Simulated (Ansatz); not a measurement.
# Pt (I4/mmm) in Ansatz: a series of runs

Runs on Pt. Level: PBE. Tasks: single point.

All numbers are computed with Ansatz 0.2.0; they aren't measurements. Logs are shortened: lines on timing, memory, paths and dates and some standing lists are left out, and cuts for length are marked.

## 1. The cell of the first run

The structure is tetragonal, space group I4/mmm (No. 139). The conventional cell has a = 2.829 Å, b = 2.829 Å, c = 3.922 Å, α = 90.00°, β = 90.00°, γ = 90.00°. Pt (site symmetry 4/mmm) has 12 Pt at 2.80 to 2.83 Å as nearest neighbours.

## 2. Single point, PBE (strained by +2 %)

input.yaml

```yaml
crystal:
  lattice:
    - [0.0, 2.000118, 1.9609]
    - [2.000118, 0.0, 1.9609]
    - [2.000118, 2.000118, 0.0]
  atoms:
    - { symbol: Pt, position: [0.0, 0.0, 0.0] }
hamiltonian:
  xc: pbe
  pseudopotentials: { kind: paw }
kpoints:
  mp_grid: { grid: [12, 12, 12] }
scf:
  occupations: { method: fermi_dirac, width: 0.05 }
output:
  forces: true
  stress: true
  eigenvalues: true
```

Potentials or basis: Ansatz PAW.

Launch:

```bash
$ ansatz run input.yaml --threads 2 --pin off --max-ram 5632MiB --backend cpu --events-out ev --progress --plain --runs-dir out
```

The program printed:

```text
Warning: RAYON_NUM_THREADS=2 ignored (pool sized by the plan → 2); use --threads N
Engine: ansatz 0.2.0, x86_64-unknown-linux-gnu
Pseudopotentials: kind: paw
Pseudopotential: Pt, paw, valence charge 18, recommended cutoff 420 eV (normal), Pt.paw.azcp
Functional definition: PBE
  parameter kappa = 0.804
  parameter beta = 0.06672455060314922
  exchange = pbe_x(kappa = kappa, mu = beta*pi^2/3)
  correlation = pbe_c(beta = beta)
Crystal: 1 atoms, lattice volume = 15.689 Å³
Basis set: ecut = 420 eV, 323 PW (Γ), exchange–correlation on 40×40×40 points (8 copies of the dense FFT grid, shifted against one another)
Bands: 13, of which v1, the nominal top of the filled ones, is band 9 counted from 1 (8 counted from 0)
Symmetry: 16 space group operations
Space group: I4/mmm (ITA 139), of the structure as read, at distance tolerance 2.5e-5 Å
k-points: 163 of 1728
Non-local potential: Pt, projectors of the file, l = 0: 3, l = 1: 2, l = 2: 2, l = 3: 1
PAW form: soft (Blöchl's): semilocal exchange-correlation on the pseudo side does not see the compensation charge
PAW one-centre angular grid: Pt, 590 points (default); XC on 64 Gauss nodes
Initial density: superposition of atomic densities (neutral atoms: chi_scale 0, normalization atom), corrected by the library's trained network
Initial wavefunctions: pseudopotential atomic-orbital guess
Functional: x = pbe(κ = 0.804, μ = 0.2195149727645171), c = pbe(β = 0.06672455060314922)
SCF iter   1: F=—  HF=-12523.023993 eV  |F-HF|=—  |Δ(HF+E_count)|=         —  Δρ=3.30e-3  dr2=2.75e-4  ethr=1.77e-3  ⟨swp⟩=5.0  Hψ=11602  notcnv=0
preconditioner: auto → none  [metal: Δε(μ)=0.014 eV  Ē_g=13.734 eV  σ=0.050 eV  W_gap=0.07  n_scr=8 (ndim 8)  ℏωp=29.6 eV  f_vac=0.000  D(μ)=1.97/eV (n_scr^D=26)  sad-step TF]
SCF iter   2: F=—  HF=-12523.024482 eV  |F-HF|=—  |Δ(HF+E_count)|=   4.89e-4  Δρ=1.82e-3  dr2=8.11e-5  ethr=1.53e-6  ⟨swp⟩=2.5  Hψ=4515  notcnv=0
SCF iter   3: F=—  HF=-12523.024657 eV  |F-HF|=—  |Δ(HF+E_count)|=   1.74e-4  Δρ=3.69e-4  dr2=2.08e-5  ethr=4.50e-7  ⟨swp⟩=2.0  Hψ=2937  notcnv=0
SCF iter   4: F=—  HF=-12523.024651 eV  |F-HF|=—  |Δ(HF+E_count)|=   5.70e-6  Δρ=9.56e-5  dr2=6.48e-7  ethr=1.16e-7  ⟨swp⟩=2.3  Hψ=2929  notcnv=0
iter 5 did not close the SCF: its close was put off for the readings that it lacked (scf_convergence_deferred on its scf_iter line)
SCF iter   5: F=-12523.024651 eV  HF=-12523.024651 eV  |F-HF|=8.59e-10  |Δ(HF+E_count)|=   3.59e-8  Δρ=1.23e-5  dr2=6.60e-9  ethr=3.60e-9  ⟨swp⟩=2.3  Hψ=2818  notcnv=0
SCF iter   6: F=-12523.024651 eV  HF=-12523.024651 eV  |F-HF|=2.73e-9  |Δ(HF+E_count)|=   3.44e-9  Δρ=6.21e-6  dr2=4.79e-9  ethr=3.67e-11  ⟨swp⟩=1.9  Hψ=6510  notcnv=0
SCF 1 converged in 6 iterations: F = -12523.024651 eV  dr2 = 4.79e-9
SCF converged after 6 iterations
Free energy (F): -12523.024651 eV
Harris-Foulkes:  -12523.024651 eV  (|F-HF|=2.73e-9)
Internal energy: -12523.009064 eV  (E = F + TS)
E sigma→0 (E₀):  -12523.016857 eV
Entropy (-TS):   -0.015588 eV (-15.588 meV/atom)
Fermi energy:    22.219211 eV
--- Per-component energies (eV) ---
  E_band       = -146.456249
  E_kinetic    = 636.991321
  E_local      = -1513.588578  (includes V_loc(G=0)·N_el)
  E_nonlocal   = 199.857953
  E_hartree    = 560.559714
  E_xc         = -261.561501
  E_vxc        = -302.547187  (∫ρ·V_xc dr)
  E_paw        = -9453.907601  (= ΣΔE_a)
  E_vpaw       = -288.292268  (= ΣTr[D̂ρ^β])
  E_aug_tail   = 0.000202  (compensation charges beyond the density's cutoff)
  E_ewald      = -2691.360573
  E_smearing   = -0.015588  (= −TS)
  E_closure    = 0.000000  (closes the sum)
  Σ components = -12523.024651   (vs F -12523.024651, Δ=0.00e0)
--- Forces (eV/Å), atoms counted from 1 ---
  atom   1  Pt     0.00000000     0.00000000     0.00000000
  max |Σ_I F_I| component: 0.00e0 eV/Å
--- Stress (GPa, compression-positive) ---
       -0.920578       0.000000       0.000000
        0.000000      -0.920578       0.000000
        0.000000       0.000000       0.251509
  P = ⅓ Tr σ = -0.5299 GPa (-5.299 kbar)
--- Band table (eV; the first three rows and the last of 163) ---
  k-point 0: bands = ["-76.1481", "-30.1698", "-30.1663", "-30.1663", "12.4036", "18.5715", "18.5715", "18.7925", "20.5421", "20.7910", "36.9203", "41.4784", "41.4784"]
  k-point 1: bands = ["-76.1463", "-30.1956", "-30.1720", "-30.1708", "12.6718", "18.5044", "18.6732", "18.8497", "20.4973", "20.7303", "37.3129", "40.3105", "41.8704"]
  k-point 2: bands = ["-76.1413", "-30.2715", "-30.1830", "-30.1820", "13.4174", "18.3021", "18.8723", "19.0423", "20.4874", "20.6615", "37.9035", "38.2622", "42.9558"]
  k-point 162: bands = ["-76.1100", "-30.5613", "-30.3313", "-30.3313", "15.5552", "15.9741", "22.2002", "22.6734", "22.6734", "24.2935", "31.0021", "33.2329", "33.2329"]
```

Wall time 5.8 s (2 threads of Intel Xeon at 2.70GHz, shared host); peak memory 0.32 GiB.

What came out:

```yaml
Free_energy: -12523.0247 eV
Pressure: -0.5 GPa
Band_gap_on_the_k_mesh: none (metal or under the smearing width)
```

Stress tensor (GPa, compression positive):
```
-0.92  0.00  0.00
 0.00 -0.92  0.00
 0.00  0.00  0.25
```

The run has no spin-orbit coupling, so splittings on Pt are missing.

## 3. Single point, PBE (strained by -4 %)

Edit input.yaml of step 2 so:

```diff
@@ -2,5 +2,5 @@
   lattice:
-    - [0.0, 2.000118, 1.9609]
-    - [2.000118, 0.0, 1.9609]
-    - [2.000118, 2.000118, 0.0]
+    - [0.0, 1.882464, 1.9609]
+    - [1.882464, 0.0, 1.9609]
+    - [1.882464, 1.882464, 0.0]
   atoms:
@@ -18 +18,5 @@
   eigenvalues: true
+  write_density: true
+  write_potential: true
+  elf: true
+  volumetric_format: npy
```

Potentials or basis: Ansatz PAW.

Launch:

```bash
$ ansatz run input.yaml --threads 2 --pin off --max-ram 5632MiB --backend cpu --events-out ev --progress --plain --runs-dir out
```

The program printed:

```text
Warning: RAYON_NUM_THREADS=2 ignored (pool sized by the plan → 2); use --threads N
[... 8 set-up lines as earlier in the session ...]
Crystal: 1 atoms, lattice volume = 13.898 Å³
Basis set: ecut = 420 eV, 267 PW (Γ), exchange–correlation on 40×40×36 points (8 copies of the dense FFT grid, shifted against one another)
Bands: 13, of which v1, the nominal top of the filled ones, is band 9 counted from 1 (8 counted from 0)
[... 1 set-up line as earlier in the session ...]
Space group: I4/mmm (ITA 139), of the structure as read, at distance tolerance 2.4e-5 Å
k-points: 163 of 1728
[... 6 set-up lines as earlier in the session ...]
SCF iter   1: F=—  HF=-12522.823693 eV  |F-HF|=—  |Δ(HF+E_count)|=         —  Δρ=3.07e-3  dr2=2.84e-4  ethr=1.77e-3  ⟨swp⟩=5.1  Hψ=11886  notcnv=0
preconditioner: auto → none  [metal: Δε(μ)=0.024 eV  Ē_g=15.182 eV  σ=0.050 eV  W_gap=0.12  n_scr=0 (ndim 8)  ℏωp=31.5 eV  f_vac=0.000  D(μ)=1.50/eV (n_scr^D=14)]
SCF iter   2: F=—  HF=-12522.823919 eV  |F-HF|=—  |Δ(HF+E_count)|=   2.26e-4  Δρ=1.51e-3  dr2=5.07e-5  ethr=1.58e-6  ⟨swp⟩=2.7  Hψ=4873  notcnv=0
SCF iter   3: F=—  HF=-12522.824046 eV  |F-HF|=—  |Δ(HF+E_count)|=   1.27e-4  Δρ=5.51e-4  dr2=8.74e-6  ethr=2.82e-7  ⟨swp⟩=2.0  Hψ=2894  notcnv=0
iter 4 did not close the SCF: its close was put off for the readings that it lacked (scf_convergence_deferred on its scf_iter line)
SCF iter   4: F=-12522.824064 eV  HF=-12522.824064 eV  |F-HF|=1.13e-7  |Δ(HF+E_count)|=   1.81e-5  Δρ=4.82e-5  dr2=7.55e-8  ethr=4.86e-8  ⟨swp⟩=2.0  Hψ=2953  notcnv=0
iter 5 did not close the SCF: its close was put off for the readings that it lacked (scf_convergence_deferred on its scf_iter line)
SCF iter   5: F=-12522.824064 eV  HF=-12522.824064 eV  |F-HF|=8.11e-10  |Δ(HF+E_count)|=   1.20e-7  Δρ=7.41e-6  dr2=1.48e-9  ethr=4.19e-10  ⟨swp⟩=2.3  Hψ=3170  notcnv=0
SCF iter   6: F=-12522.824064 eV  HF=-12522.824064 eV  |F-HF|=2.55e-11  |Δ(HF+E_count)|=   1.03e-9  Δρ=7.92e-7  dr2=1.30e-11  ethr=8.23e-12  ⟨swp⟩=4.1  Hψ=10160  notcnv=0
SCF 1 converged in 6 iterations: F = -12522.824064 eV  dr2 = 1.30e-11
SCF converged after 6 iterations
Free energy (F): -12522.824064 eV
Harris-Foulkes:  -12522.824064 eV  (|F-HF|=2.55e-11)
Internal energy: -12522.811903 eV  (E = F + TS)
E sigma→0 (E₀):  -12522.817983 eV
Entropy (-TS):   -0.012161 eV (-12.161 meV/atom)
Fermi energy:    26.073045 eV
--- Per-component energies (eV) ---
  E_band       = -88.002473
  E_kinetic    = 642.163085
  E_local      = -1353.581897  (includes V_loc(G=0)·N_el)
  E_nonlocal   = 199.962070
  E_hartree    = 508.865467
  E_xc         = -263.530346
  E_vxc        = -305.222812  (∫ρ·V_xc dr)
  E_paw        = -9454.402355  (= ΣΔE_a)
  E_vpaw       = -289.054028  (= ΣTr[D̂ρ^β])
  E_aug_tail   = 0.000178  (compensation charges beyond the density's cutoff)
  E_ewald      = -2802.288104
  E_smearing   = -0.012161  (= −TS)
  E_closure    = 0.000000  (closes the sum)
  Σ components = -12522.824064   (vs F -12522.824064, Δ=0.00e0)
--- Forces (eV/Å), atoms counted from 1 ---
  atom   1  Pt     0.00000000     0.00000000    -0.00000000
  max |Σ_I F_I| component: 4.62e-32 eV/Å
--- Stress (GPa, compression-positive) ---
       42.522912       0.000000       0.000000
        0.000000      42.522912      -0.000000
        0.000000      -0.000000      37.357165
  P = ⅓ Tr σ = 40.8010 GPa (408.010 kbar)
--- Band table (eV; the first three rows and the last of 163) ---
  k-point 0: bands = ["-72.7548", "-26.6953", "-26.6934", "-26.6934", "14.8786", "21.3632", "21.9177", "21.9177", "23.8539", "24.5108", "40.4417", "45.0320", "46.2182"]
  k-point 1: bands = ["-72.7515", "-26.7386", "-26.7022", "-26.6983", "15.1817", "21.3896", "21.8697", "22.0400", "23.8069", "24.4201", "40.9264", "44.3906", "45.9763"]
  k-point 2: bands = ["-72.7423", "-26.8596", "-26.7227", "-26.7117", "16.0138", "21.2703", "21.9305", "22.3052", "23.8315", "24.2850", "41.9960", "42.2684", "47.1967"]
  k-point 162: bands = ["-72.6948", "-27.2874", "-26.9033", "-26.9033", "17.9640", "18.5083", "26.1235", "26.6271", "26.6271", "27.1380", "35.1459", "38.2312", "38.2312"]
```

rho_z.tsv:

```text
# z_ang	rho[e/angstrom^3]
# format = ansatz-planar-average/11
# lattice	0.000000000	1.882464000	1.960900000
# lattice	1.882464000	0.000000000	1.960900000
# lattice	1.882464000	1.882464000	0.000000000
# sites	1
# site	78	0.000000000	0.000000000	0.000000000
0.000000	2.475186e0
0.147900	2.392397e0
0.295801	2.151927e0
0.443701	1.786928e0
0.591601	1.366079e0
0.739502	9.738771e-1
[... 10 lines left out ...]
2.366405	2.151927e0
2.514306	2.392397e0
```

v_z.tsv:

```text
# z_ang	v_es[eV]	v_tot[eV]
# format = ansatz-planar-average/11
# xc	pbe
# density_cutoff_ev	1680
# datasets	Pt=:simpson_from_first_knot:soft
# lattice	0.000000000	1.882464000	1.960900000
# lattice	1.882464000	0.000000000	1.960900000
# lattice	1.882464000	1.882464000	0.000000000
# sites	1
# site	78	0.000000000	0.000000000	0.000000000
0.000000	-1.752341e-1	-1.773505e1
0.147900	5.332929e-1	-1.686328e1
0.295801	2.580286e0	-1.432525e1
0.443701	5.759155e0	-1.034474e1
0.591601	9.766932e0	-5.295763e0
0.739502	1.418576e1	2.669257e-1
[... 10 lines left out ...]
2.366405	2.580286e0	-1.432525e1
2.514306	5.332929e-1	-1.686328e1
```

Wall time 1.8 s (2 threads of Intel Xeon at 2.70GHz, shared host); peak memory 0.32 GiB.

What came out:

```yaml
Free_energy: -12522.8241 eV
Pressure: 40.8 GPa
Band_gap_on_the_k_mesh: none (metal or under the smearing width)
```

The run has no spin-orbit coupling, so splittings on Pt are missing.

## 4. Single point, PBE (strained by -1 %)

Edit input.yaml of step 3 so:

```diff
@@ -2,5 +2,5 @@
   lattice:
-    - [0.0, 1.882464, 1.9609]
-    - [1.882464, 0.0, 1.9609]
-    - [1.882464, 1.882464, 0.0]
+    - [0.0, 1.941291, 1.9609]
+    - [1.941291, 0.0, 1.9609]
+    - [1.941291, 1.941291, 0.0]
   atoms:
```

Launch:

```bash
$ ansatz run input.yaml --threads 2 --pin off --max-ram 5632MiB --backend cpu --events-out ev --progress --plain --runs-dir out
```

Run time: 1.6 s. Hardware: 2 threads of Intel Xeon at 2.70GHz, shared host; peak memory 0.32 GiB.

Results (log left out):

```yaml
Free_energy: -12522.9825 eV
Pressure: 16.6 GPa
Band_gap_on_the_k_mesh: none (metal or under the smearing width)
```

Stress tensor (GPa, compression positive):
```
16.85  0.00  0.00
 0.00 16.85  0.00
 0.00  0.00 16.24
```

Levels at points of the mesh, in eV from the Fermi level:
```csv
k point,band 6,band 7,band 8,band 9,band 10,band 11,band 12,band 13
"(0.00, 0.00, 0.00)",-4.03,-3.90,-3.90,-1.78,-1.64,14.54,19.41,19.68
"(0.00, 0.00, -0.50)",-4.08,-3.96,-0.59,0.00,0.06,5.99,14.11,18.98
"(0.00, -0.50, -0.50)",-6.87,-0.01,0.45,0.55,1.78,9.18,11.34,11.42
"(-0.50, -0.50, 0.00)",-6.87,0.00,0.50,0.50,1.58,8.92,11.56,11.56
```

The run has no spin-orbit coupling, so splittings on Pt are missing.

## 5. Overview

| cell | gap on the mesh (eV) | pressure (GPa) |
| --- | --- | --- |
| strained by +2 % | none | -0.5 |
| strained by -4 % | none | 40.8 |
| strained by -1 % | none | 16.6 |

Alike in all rows: task single point; level PBE; potentials or basis Ansatz PAW; no spin polarisation; k mesh 12 × 12 × 12; cutoff (eV) 420; smearing fermi-dirac 0.05 eV.

Total energies depend on the potentials used, so only differences within one code and one set of settings carry meaning.
